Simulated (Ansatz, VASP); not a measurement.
## Mg in VASP and in Ansatz

File INCAR:

```
  PREC = Accurate
  ENCUT = 600
  EDIFF = 1E-6
  ISMEAR = -1
  SIGMA = 0.05
  LREAL = F
  LASPH = T
  NELM = 80
  ALGO = Normal
  ISIF = 3
  LWAVE = F
  LCHARG = F
  GGA = RE
  IBRION = 2
  NSW = 80
  EDIFFG = -0.005
```

Contents of KPOINTS:

```
regular mesh
0
Gamma
  10 10 5
```

POSCAR

```
Mg
1.0
    3.2093000000      0.0000000000      0.0000000000
   -1.6046500000      2.7793353284      0.0000000000
    0.0000000000      0.0000000000      5.2103000000
Mg
2
Direct
    0.6666666667      0.3333333333      0.7500000000
    0.3333333333      0.6666666667      0.2500000000
```

File input.yaml:

```yaml
crystal:
  lattice:
    - [3.2093, 0.0, 0.0]
    - [-1.60465, 2.7793353284, 0.0]
    - [0.0, 0.0, 5.2103]
  atoms:
    - { symbol: Mg, position: [0.6666666667, 0.3333333333, 0.75] }
    - { symbol: Mg, position: [0.3333333333, 0.6666666667, 0.25] }
kpoints:
  mp_grid: { grid: [10, 10, 5] }
scf:
  occupations: { method: fermi_dirac, width: 0.05 }
hamiltonian:
  xc: revpbe
  pseudopotentials: { kind: all_electron, lapw: { basis_error: 0.001 } }
output:
  forces: true
  stress: true
relax:
  f_tol: 0.005
  max_steps: 60
  cell: {}
```

Alike in both runs: task relaxation of cell and atoms; functional revPBE; k mesh 10 × 10 × 5; occupations fermi-dirac, width 0.05 eV; no spin polarisation.

|  | VASP | Ansatz |
| --- | --- | --- |
| version | VASP 6.6.1 | Ansatz 0.2.0 |
| potentials or method | VASP PAW PBE potentials, release 64 (Mg) | all-electron LAPW, scalar-relativistic |
| plane-wave cutoff (eV) | 600 | see its input |

VASP gave:

| Property | Result |
| --- | --- |
| relaxed volume (Å³/atom) | 23.52 |
| relaxed cell length with the largest relative difference (Å) | 5.335 |
| energy change over the relaxation (meV/atom) | -3 |

Estimate Ansatz's values.

relaxed volume (Å³/atom): 23.62; relaxed cell length with the largest relative difference (Å): 5.343; energy change over the relaxation (meV/atom): -3.

Ansatz ran all-electron here, so the differences hold the error of VASP's frozen core and of both bases.

Caveats: the PAW data sets were made with another functional, which shifts forces and pressure a little (VASP). revPBE gives volumes clearly too large for solids. Zero-point motion and thermal expansion aren't in these numbers.
